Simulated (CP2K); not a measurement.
BaTiO3:

```
Ba Ti O
1.0
     4.00600    0.00000    0.00000
     0.00000    4.00600    0.00000
     0.00000    0.00000    4.00600
Ba Ti O
1 1 3
Cartesian
  2.0030 2.0030 2.0030
  0.0000 0.0000 0.0000
  0.0000 0.0000 2.0030
  0.0000 2.0030 0.0000
  2.0030 0.0000 0.0000
```

Base run:

| Quantity | Value |
| --- | --- |
| Program | CP2K 2026.2 |
| Functional | SCAN |
| Potentials or basis | POTENTIAL_UZH Ba GTH-SCAN-q10, Ti GTH-SCAN-q12, O GTH-SCAN-q6; TZVP-MOLOPT-SCAN-GTH basis |
| Density cutoff | 11565 eV |
| k mesh | 7 × 7 × 7 |
| Occupations | fermi-dirac, width 0.01 eV |
| Spin | no spin polarisation |

Its results: band gap on the k mesh 2.12 eV, indirect (least direct gap 2.22 eV); pressure 0.3 GPa.

**Question.** The run is repeated on the same cell with these changes: functional from SCAN to TASK; occupations from fermi-dirac, width 0.01 eV to fermi-dirac, width 0.0259 eV. What comes out?

**Answer.** Band gap on the k mesh 2.58 eV, indirect (least direct gap 2.68 eV); pressure 13.1 GPa.

Caveats: spin-orbit coupling is left out, which moves the levels of the heavy elements; the basis of atomic orbitals isn't converged, which shifts pressures, moduli and gaps; the potentials were made for another functional, which shifts forces and pressure (some runs).

A k mesh can miss the band edges.
